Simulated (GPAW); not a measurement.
# Cu (Fm-3m) in GPAW: notebook

The runs below take Cu through equation of state, band structure, with vdW-DF-cx, revPBE.

All numbers are computed with GPAW 26.7.0; they aren't measurements. Logs are shortened: lines on timing, memory, paths and dates and some standing lists are left out, and cuts for length are marked. The log counts tension as positive stress, the text compression.

### Step 1. The crystal as given

The structure is cubic, space group Fm-3m (No. 225). The conventional cell has a = 3.615 Å, b = 3.615 Å, c = 3.615 Å, α = 90.00°, β = 90.00°, γ = 90.00°. Cu (site symmetry m-3m) is surrounded by 12 Cu at 2.56 Å.

### Step 2. Equation of state, vdW-DF-cx

Contents of run.py:

```python
from ase.eos import EquationOfState
from ase.io import Trajectory
from ase.spacegroup import crystal
from ase.units import GPa
from gpaw import GPAW, PW

# Cu 4a
atoms = crystal(['Cu'],
                basis=[[0.0, 0.0, 0.0]],
                spacegroup=225, setting=1,  # Fm-3m
                cellpar=[3.615, 3.615, 3.615, 90.0, 90.0, 90.0],
                primitive_cell=True)

traj = Trajectory('eos.traj', 'w')
volumes, energies = [], []
for x in [0.94, 0.96, 0.98, 1.0, 1.02, 1.04, 1.06]:
    a = atoms.copy()
    a.set_cell(atoms.cell * x**(1 / 3), scale_atoms=True)
    calc = GPAW(mode=PW(600),
                xc={'name': 'vdW-DF-cx', 'backend': 'libvdwxc'},
                kpts={'size': (13, 13, 13), 'gamma': True},
                occupations={'name': 'fermi-dirac', 'width': 0.05},
                nbands=14,
                convergence={'density': 1e-05, 'energy': 1e-05},
                maxiter=150,
                txt=f'eos-{x:.2f}.txt')
    a.calc = calc
    energies.append(a.get_potential_energy(force_consistent=True))
    volumes.append(a.get_volume())
    calc.write(f'eos-{x:.2f}.gpw')
    traj.write(a)
    print(f'{x:.2f} {volumes[-1]:10.4f} A^3 {energies[-1]:14.6f} eV', flush=True)

v0, e0, B = EquationOfState(volumes, energies, eos='birchmurnaghan').fit()
print(f'V0 = {v0:.4f} A^3, E0 = {e0:.6f} eV, B0 = {B / GPa:.2f} GPa')
```

Potentials or basis: GPAW PAW data sets (gpaw-data 1.2.1), pw.

On the command line:

```bash
$ OMP_NUM_THREADS=1 python run.py
```

Log:

```text
__  _  _
 | _ |_)|_||  |
 |__||  | ||/\| - 26.7.0

Input parameters:
  mode=PW(ecut=600.0),
  convergence={'density': 1e-05, 'energy': 1e-05},
  kpts=MonkhorstPack(size=(13, 13, 13), gamma=True),
  maxiter=150,
  nbands=14,
  occupations=Occupations(name='fermi-dirac', width=0.05),
  xc=XC(name='vdW-DF-cx', backend='libvdwxc')

Diagonalizing LCAO Hamiltonian
Converting LCAO to pw mode

       Cu

Atoms  # Å, Bohr magnetons
|   | symbol |        x |        y |        z |    initial magnetic moments |
|---|--------|----------|----------|----------|-----------------------------|
| 0 |     Cu | 0.000000 | 0.000000 | 0.000000 | ( 0.0000,  0.0000,  0.0000) |

Unit cell  # Å
| periodic |        x |        y |        z |  lengths |    angles |
|----------|----------|----------|----------|----------|-----------|
|      yes | 0.000000 | 1.783071 | 1.783071 | 2.521644 | 60.000000 |
|      yes | 1.783071 | 0.000000 | 1.783071 | 2.521644 | 60.000000 |
|      yes | 1.783071 | 1.783071 | 0.000000 | 2.521644 | 60.000000 |

Number of symmetries: 48
Symmetry operations  # r_c * U_cc + t_c -> r_c
|    | kind |            matrix            |
|----|------|------------------------------|
|  0 |  σ   |  1, 0, 0,  1, 0,-1,  1,-1, 0 |
|  1 |  C2  |  1, 0, 0,  1,-1, 0,  1, 0,-1 |
|  2 |  E   |  1, 0, 0,  0, 1, 0,  0, 0, 1 |
|  3 |  σ   |  1, 0, 0,  0, 0, 1,  0, 1, 0 |
|  4 |  C4  |  1, 0,-1,  1, 0, 0,  1,-1, 0 |
|  5 |  S6  |  1, 0,-1,  1,-1, 0,  1, 0, 0 |
|  6 |  σ   |  1, 0,-1,  0, 1,-1,  0, 0,-1 |
|  7 |  C3  |  1, 0,-1,  0, 0,-1,  0, 1,-1 |
|  8 |  S6  |  1,-1, 0,  1, 0, 0,  1, 0,-1 |
|  9 |  C4  |  1,-1, 0,  1, 0,-1,  1, 0, 0 |
| 10 |  C3  |  1,-1, 0,  0,-1, 1,  0,-1, 0 |
| 11 |  σ   |  1,-1, 0,  0,-1, 0,  0,-1, 1 |
| 12 |  σ   |  0, 1, 0,  1, 0, 0,  0, 0, 1 |
| 13 |  C4  |  0, 1, 0,  0, 1,-1, -1, 1, 0 |
| 14 |  C3  |  0, 1, 0,  0, 0, 1,  1, 0, 0 |
| 15 |  S6  |  0, 1, 0, -1, 1, 0,  0, 1,-1 |
| 16 |  C2  |  0, 1,-1,  1, 0,-1,  0, 0,-1 |
| 17 |  σ   |  0, 1,-1,  0, 1, 0, -1, 1, 0 |
| 18 |  S4  |  0, 1,-1,  0, 0,-1,  1, 0,-1 |
| 19 |  C4  |  0, 1,-1, -1, 1, 0,  0, 1, 0 |
| 20 |  C3  |  0, 0, 1,  1, 0, 0,  0, 1, 0 |
| 21 |  σ   |  0, 0, 1,  0, 1, 0,  1, 0, 0 |
| 22 |  S6  |  0, 0, 1,  0,-1, 1, -1, 0, 1 |
| 23 |  C4  |  0, 0, 1, -1, 0, 1,  0,-1, 1 |
| 24 |  S4  |  0, 0,-1,  1, 0,-1,  0, 1,-1 |
| 25 |  C3  |  0, 0,-1,  0, 1,-1,  1, 0,-1 |
| 26 |  C2  |  0, 0,-1,  0,-1, 0, -1, 0, 0 |
| 27 |  S6  |  0, 0,-1, -1, 0, 0,  0,-1, 0 |
| 28 |  S4  |  0,-1, 1,  1,-1, 0,  0,-1, 0 |
| 29 |  C4  |  0,-1, 1,  0, 0, 1, -1, 0, 1 |
| 30 |  C2  |  0,-1, 1,  0,-1, 0,  1,-1, 0 |
| 31 |  σ   |  0,-1, 1, -1, 0, 1,  0, 0, 1 |
| 32 |  C3  |  0,-1, 0,  1,-1, 0,  0,-1, 1 |
| 33 |  S6  |  0,-1, 0,  0, 0,-1, -1, 0, 0 |
| 34 |  S4  |  0,-1, 0,  0,-1, 1,  1,-1, 0 |
| 35 |  C2  |  0,-1, 0, -1, 0, 0,  0, 0,-1 |
| 36 |  C2  | -1, 1, 0,  0, 1, 0,  0, 1,-1 |
| 37 |  S6  | -1, 1, 0,  0, 1,-1,  0, 1, 0 |
| 38 |  S4  | -1, 1, 0, -1, 0, 1, -1, 0, 0 |
| 39 |  C3  | -1, 1, 0, -1, 0, 0, -1, 0, 1 |
| 40 |  S6  | -1, 0, 1,  0, 0, 1,  0,-1, 1 |
| 41 |  C2  | -1, 0, 1,  0,-1, 1,  0, 0, 1 |
| 42 |  C3  | -1, 0, 1, -1, 1, 0, -1, 0, 0 |
| 43 |  S4  | -1, 0, 1, -1, 0, 0, -1, 1, 0 |
| 44 |  C2  | -1, 0, 0,  0, 0,-1,  0,-1, 0 |
| 45 |  i   | -1, 0, 0,  0,-1, 0,  0, 0,-1 |
| 46 |  σ   | -1, 0, 0, -1, 1, 0, -1, 0, 1 |
| 47 |  C2  | -1, 0, 0, -1, 0, 1, -1, 1, 0 |

BZ-sampling:
  Number of BZ points: 2197
  Number of IBZ points: 84

  Monkhorst-Pack size: [13, 13, 13]
  Monkhorst-Pack shift: [0, 0, 0]

K-points  # in reciprocal-cell coordinates
|     |                                coordinates |     weight |
|-----|--------------------------------------------|------------|
|   0 | (  0.00000000,   0.00000000,   0.00000000) | 0.00045517 |
|   1 | (  0.07692308,   0.07692308,   0.00000000) | 0.00273100 |
|   2 | (  0.07692308,   0.07692308,   0.07692308) | 0.00364133 |
|   3 | (  0.15384615,   0.07692308,   0.07692308) | 0.00546199 |
|   4 | (  0.15384615,   0.15384615,   0.00000000) | 0.00273100 |
|   5 | (  0.15384615,   0.15384615,   0.07692308) | 0.01092399 |
|   6 | (  0.15384615,   0.15384615,   0.15384615) | 0.00364133 |
|   7 | (  0.23076923,   0.15384615,   0.07692308) | 0.01092399 |
|   8 | (  0.23076923,   0.15384615,   0.15384615) | 0.01092399 |
|   9 | (  0.23076923,   0.23076923,   0.00000000) | 0.00273100 |
| ... |                                            |            |
|  83 | (  0.46153846,   0.46153846,   0.46153846) | 0.00364133 |

Plane wave coefficients: 388
Cutoff: 600.0 eV

Spin-components: 1 (collinear spins)
Bands:           14
Projectors:      6
Spin-degeneracy: 2
Datatype:        complex128

Parallelization:
  kpt:    1
  domain: 1
  band:   1

Density:
  Valence electrons: 11.0
  Components: 1
  Grid points: [15 15 15]
  Charge: 0.0  # |e|

Potential:
  Grid points: [15 15 15]

species:
  Cu:
    name:    Copper
    Z:       29.0
    valence: 11
    core:    18
    charge:  0.0  # [|e|]
    compensation charges:
      type: gauss
      rc: 0.33  # [Å]
      lmax: 2
    cutoffs:
      filter: 2.06  # [Å]
      core: 2.43  # [Å]
    projectors
    | kind |    occ | energy [eV] | rcut [Å] |
    |------|--------|-------------|----------|
    |   4s |  1.000 |      -4.609 |    1.164 |
    |   4p |  0.000 |      -0.698 |    1.164 |
    |   3d | 10.000 |      -5.039 |    1.058 |
    |    s |        |      22.603 |    1.164 |
    |    p |        |      26.513 |    1.164 |
    |    d |        |      22.172 |    1.058 |

    Using partial waves for Cu as LCAO basis

Reference energy: -45021.451841  # eV

eigensolver:
  PPCG
  Converge bands: occupied
  niter=2

density mixing:
  MSR1-Mixer
  Pratt-step length: 0.05
  Maximum mixing coefficient: 0.75
  Old densities: 10
  SVD Regularization: 0.005
  Good broyden scale: 1.0
  Trust region scale: 1.0
  Backstep threshold: 4.0
  History deletion threshold: 6.0
  Fourier metric: weight=20.0, sigma=0.015

occupation numbers:
  Fermi-Dirac:
    width: 0.0500  # eV

poisson solver:
  ecut: 4800.0  # eV

xc functional:
  name: vdW-DF-cx with libvdwxc
  Mode: serial
  Semilocal: GGA_X_LV_RPW86+LDA_C_PW with 2 nearest neighbor stencil
  Local blocksize: 30 x 30 x 30
  PAW datasets: PBE

convergence criteria:
- Maximum integral of absolute [dens]ity change: 1e-05 electrons / valence electron
- Maximum [total energy] change in last 3 cyles: 1e-05 eV / valence electron
- Maximum integral of absolute [eigenst]ate change: 4e-08 eV^2 / valence electron
maximum number of iterations: 150

SCF iterations
|iter     | |      energy | eigst |  dens |
|---------|-|-------------|-------|-------|
|iter:   1| |   16.886052 | -0.49 |       |
|iter:   2| |   17.197755 | -3.04 | -0.92 |
|iter:   3| |   17.697440 | -2.02 | -1.02 |
|iter:   4| |   17.707585 | -3.98 | -1.80 |
|iter:   5| |   17.714323 | -3.53 | -1.98 |
|iter:   6| |   17.714312 | -6.42 | -3.48 |
|iter:   7| |   17.714312c| -6.07 | -3.58 |
|iter:   8| |   17.714312c| -8.98c| -4.57 |
|iter:   9| |   17.714312c| -8.26c| -5.15c|

Converged in 9 steps
Energy contributions relative to reference atoms: (reference = -45021.451841)

Energy contributions:
  Kinetic:          -7.473544
  Coulomb:           5.552482
  Zero:              0.026122
  External:          0.000000
  Xc:               19.610603
  Entropy:          -0.002701
  Spinorbit:         0.000000
  ----------------------------
  Free energy:      17.712962
  Extrapolated:     17.714312

dipole moment: (-7.755910, -7.755910, -7.755910)  # |e|*Ang

Fermi level: 8.689
Eigenvalues  # (at kpt = [0.000, 0.000, 0.000])
| band index |      eig [eV] | occ [0-2] |
|------------|---------------|-----------|
|          0 |        -1.143 |     2.000 |
|          1 |         5.297 |     2.000 |
|          2 |         5.297 |     2.000 |
|          3 |         5.297 |     2.000 |
|          4 |         6.168 |     2.000 |
|          5 |         6.168 |     2.000 |
|          6 |        31.994 |     0.000 |
|          7 |        34.603 |     0.000 |
|          8 |        34.603 |     0.000 |
|          9 |        34.603 |     0.000 |
|         10 |        36.852 |     0.000 |
|         11 |        36.852 |     0.000 |
|         12 |        36.852 |     0.000 |
|         13 |        40.790 |     0.000 |

No gap
No difference between direct/indirect transitions
# Writing to eos-0.96.gpw (mode='')
```

It took 50 s on 1 thread of Arm Neoverse V2, shared host; peak memory 0.19 GiB.

What came out:

| Item | Value |
| --- | --- |
| Equilibrium volume | 11.95 Å³/atom |
| Bulk modulus | 145 GPa |
| Pressure derivative of the bulk modulus | 5.2 |

Energy against volume, from the lowest point:
```csv
volume (Å³/atom),energy (meV/atom)
11.102,31.41
11.338,15.48
11.574,5.36
11.810,0.40
12.047,0.00
12.283,3.66
12.519,10.85
```

Caveat: with this Cu data set, volumes or pressures lay over 1.5 % or 2 GPa off other programs in two to four cells of ten; the PAW data sets were made with another functional, which shifts forces and pressure a little. Zero-point motion and thermal expansion aren't in these numbers.

### Step 3. Band structure, revPBE

Contents of run.py:

```python
from ase.dft.bandgap import bandgap
from ase.io import read, write
from ase.units import GPa
from gpaw import GPAW, PW

atoms = read('Cu.xyz')

calc = GPAW(mode=PW(600),
            xc='revPBE',
            kpts={'size': (13, 13, 13), 'gamma': True},
            occupations={'name': 'fermi-dirac', 'width': 0.05},
            nbands=14,
            convergence={'density': 1e-05, 'energy': 1e-05},
            maxiter=150,
            txt='gpaw.txt')
atoms.calc = calc
energy = atoms.get_potential_energy()
forces = atoms.get_forces()
stress = atoms.get_stress()
calc.write('gs.gpw')
write('result.traj', atoms)
print(f'Energy: {energy:.6f} eV')
print('Forces (eV/A):')
print(forces.round(4))
print('Stress (GPa):', (stress / GPa).round(3))
print('Fermi level:', round(calc.get_fermi_level(), 4), 'eV')
print(f'Gap: {bandgap(calc)[0]:.4f} eV, direct: {bandgap(calc, direct=True)[0]:.4f} eV')

path = atoms.cell.bandpath('GXWKGLUWLK,UX', npoints=80, eps=1e-4)
bs_calc = calc.fixed_density(kpts=path, symmetry='off', nbands=21,
                             convergence={'bands': 'CBM+6.0', 'eigenstates': 1e-6}, txt='bands.txt')
bs = bs_calc.band_structure()
bs.write('bs.json')
print(f'Gap on the path: {bandgap(bs_calc)[0]:.4f} eV')
```

Contents of Cu.xyz:

```xyz
1
Lattice="0.0000000000 1.8075000000 1.8075000000 1.8075000000 0.0000000000 1.8075000000 1.8075000000 1.8075000000 0.0000000000" Properties=species:S:1:pos:R:3 pbc="T T T"
Cu     0.0000000000      0.0000000000      0.0000000000
```

Potentials or basis: the program's PAW data sets (release 1.2.1) made for this functional, pw.

On the command line:

```bash
$ OMP_NUM_THREADS=1 python run.py
```

Run time: 12 s. Hardware: 1 thread of Arm Neoverse V2, shared host; peak memory 0.16 GiB.

Results (log left out):

| Property | Result |
| --- | --- |
| Free energy | -3.2727 eV |
| Pressure | 6.9 GPa |
| Band gap along the path | none (metal or under the smearing width) |

Levels at the corners of the path, in eV from the Fermi level:
```tsv
point	band 1	band 2	band 3	band 4	band 5	band 6	band 7
Γ	-9.54	-3.20	-3.20	-3.20	-2.39	-2.39	22.70
X	-5.05	-4.58	-1.84	-1.67	-1.67	1.31	6.97
W	-4.32	-3.71	-3.71	-2.43	-1.67	6.04	6.04
K	-4.47	-4.24	-2.95	-2.25	-1.87	4.16	5.57
Γ	-9.54	-3.20	-3.20	-3.20	-2.39	-2.39	22.70
L	-5.24	-3.24	-3.24	-1.82	-1.82	-1.21	3.62
U	-4.47	-4.24	-2.95	-2.25	-1.87	4.16	5.57
W	-4.32	-3.71	-3.71	-2.43	-1.67	6.04	6.04
L	-5.24	-3.24	-3.24	-1.82	-1.82	-1.21	3.62
K	-4.47	-4.24	-2.95	-2.25	-1.87	4.16	5.57
U	-4.47	-4.24	-2.95	-2.25	-1.87	4.16	5.57
X	-5.05	-4.58	-1.84	-1.67	-1.67	1.31	6.97
```

Caveat: with this Cu data set, volumes or pressures lay over 1.5 % or 2 GPa off other programs in two to four cells of ten.
